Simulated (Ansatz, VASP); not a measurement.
Given: the input of a run of VASP 6.6.1 on W.

The input INCAR:

```
PREC = Accurate
ENCUT = 520
EDIFF = 1E-7
ISMEAR = -1
SIGMA = 0.05
LREAL = False
LASPH = True
NELM = 60
ALGO = Normal
ISIF = 2
LWAVE = False
LCHARG = False
GGA = RE
IVDW = 12
NBANDS = 13
```

File KPOINTS:

```
regular mesh
0
Gamma
  12 12 12
```

The input POSCAR:

```
W
1.0
   -1.5609593379      1.5609593379      1.5609593379
    1.5609593379     -1.5609593379      1.5609593379
    1.5609593379      1.5609593379     -1.5609593379
W
1
Direct
    0.0000000000      0.0000000000      0.0000000000
```

Potentials or basis: VASP PAW PBE potentials, release 64 (W_sv).

Launch:

```console
$ cat potpaw_PBE.64/W_sv/POTCAR > POTCAR
$ mpirun -np 1 vasp_std > vasp.out
```

Q: Set up the same calculation for Ansatz 0.2.0. Potentials there: Ansatz PAW.

A: As run (the cutoff follows the program's own potentials):

File input.yaml:

```yaml
crystal:
  lattice:
    - [-1.5609593379, 1.5609593379, 1.5609593379]
    - [1.5609593379, -1.5609593379, 1.5609593379]
    - [1.5609593379, 1.5609593379, -1.5609593379]
  atoms:
    - { symbol: W, position: [0.0, 0.0, 0.0] }
hamiltonian:
  xc: revpbe
  pseudopotentials: { kind: paw }
  dispersion: d3bj
kpoints:
  mp_grid: { grid: [12, 12, 12] }
scf:
  occupations: { method: fermi_dirac, width: 0.05 }
output:
  forces: true
  stress: true
  eigenvalues: true
```

Potentials or basis: Ansatz PAW.

Run with:

```sh
$ ansatz run input.yaml --threads 2 --pin off --max-ram 5120MiB --backend cpu --events-out ev --progress --plain --runs-dir out
```

Both were run:

|  | VASP | Ansatz | Ansatz less VASP |
| --- | --- | --- | --- |
| gap on the k mesh at the Fermi level (eV) | none | none | - |
| pressure (GPa) | 9.7 | 8.9 | -0.81 |
| dispersion energy (meV/atom) | -1304.0 | -1304.2 | -0.25 |

A gap of «none» marks a metal or a gap that the smearing closes.

Caveats: pairwise dispersion overbinds metals, which lowers pressure and volume; the PAW data sets were made with another functional, which shifts forces and pressure a little (VASP); the PAW data sets come from PBE, with cores solved anew for the run's functional, which leaves a small shift of forces and pressure (Ansatz). Spin-orbit coupling is left out, which matters for the levels of W.
